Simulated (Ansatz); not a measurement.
# HfN in Ansatz: the effect of functional

HfN:

```
Hf N
1.0
     0.00000    2.22551    2.22551
     2.22551    0.00000    2.22551
     2.22551    2.22551    0.00000
Hf N
1 1
Cartesian
  0.0000 0.0000 0.0000
  2.2255 2.2255 2.2255
```

The cell isn't the ideal one: volume scaled by 0.96.

Alike in all runs:

```yaml
Program: Ansatz 0.2.0
Task: single point
Potentials_or_basis: Ansatz PAW
k_mesh: 10 × 10 × 10
Occupations: fermi-dirac, width 0.05 eV
Spin: no spin polarisation
```

```csv
functional,cutoff,pressure (GPa)
LDA,420 eV (not typed: the program's choice for these potentials),3.5
r2SCAN,500 eV (not typed: the program's choice for these potentials),?
PBE,420 eV (not typed: the program's choice for these potentials),19.5
```

Question: What does the run with functional r2SCAN give?

Answer: Pressure 15.6 GPa.

Caveats: the PAW data sets come from PBE, with cores solved anew for the run's functional, which leaves a small shift of forces and pressure (some runs).
